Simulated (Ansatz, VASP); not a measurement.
# One calculation of Ta, two programs

The input INCAR:

```
PREC = Accurate
ENCUT = 520
EDIFF = 1E-6
ISMEAR = -1
SIGMA = 0.1
LREAL = F
LASPH = T
NELM = 100
ALGO = Normal
ISIF = 2
LWAVE = F
LCHARG = F
GGA = RP
NBANDS = 18
```

KPOINTS

```
regular mesh
0
Gamma
  14 14 7
```

File POSCAR:

```
Ta
1.0
    2.8780356535      0.0000000000      0.0000000000
   -1.4390178268      2.4924519889      0.0000000000
    0.0000000000      0.0000000000      5.1051939590
Ta
2
Direct
    0.3333333333      0.6666666667      0.2500000000
    0.6666666667      0.3333333333      0.7500000000
```

Input for Ansatz:

```yaml
crystal:
  lattice:
    - [2.8780356535, 0.0, 0.0]
    - [-1.4390178268, 2.4924519889, 0.0]
    - [0.0, 0.0, 5.105193959]
  atoms:
    - { symbol: Ta, position: [0.3333333333, 0.6666666667, 0.25] }
    - { symbol: Ta, position: [0.6666666667, 0.3333333333, 0.75] }
hamiltonian:
  xc: rpbe
  pseudopotentials:
    kind: paw
    azcp:
      Ta: "pseudopotentials/Ta.paw.azcp"
basis:
  ecutwfc: 420
  fft_grid_basis: typed
kpoints:
  mp_grid: { grid: [14, 14, 7], shift: [0, 0, 0] }
magnetization:
  spin_polarized: false
scf:
  occupations: { method: fermi_dirac, width: 0.1 }
  lower_state_search: "off"
output:
  stress: true
```

Alike in both runs: task single point; functional RPBE; k mesh 14 × 14 × 7; occupations fermi-dirac, width 0.1 eV; no spin polarisation.

|  | VASP | Ansatz |
| --- | --- | --- |
| version | VASP 6.6.1 | Ansatz 0.2.0 |
| potentials or method | VASP PAW PBE potentials, release 64 (Ta_pv) | plane waves (420 eV) with PAW, scalar-relativistic |
| plane-wave cutoff (eV) | 520 | 420 |
| valence electrons in the cell | 22 | 26 |

|  | VASP | Ansatz | Ansatz less VASP |
| --- | --- | --- | --- |
| pressure (GPa) | 8.3 | 8.2 | -0.05 |
| largest component of the traceless stress (GPa) | 0.94 | 0.95 | +0.007 |

The two sets of potentials don't hold the same shells in valence.

Caveats: the PAW data sets were made with another functional, which shifts forces and pressure a little (VASP). The runs have no spin-orbit coupling, so splittings on Ta are missing.
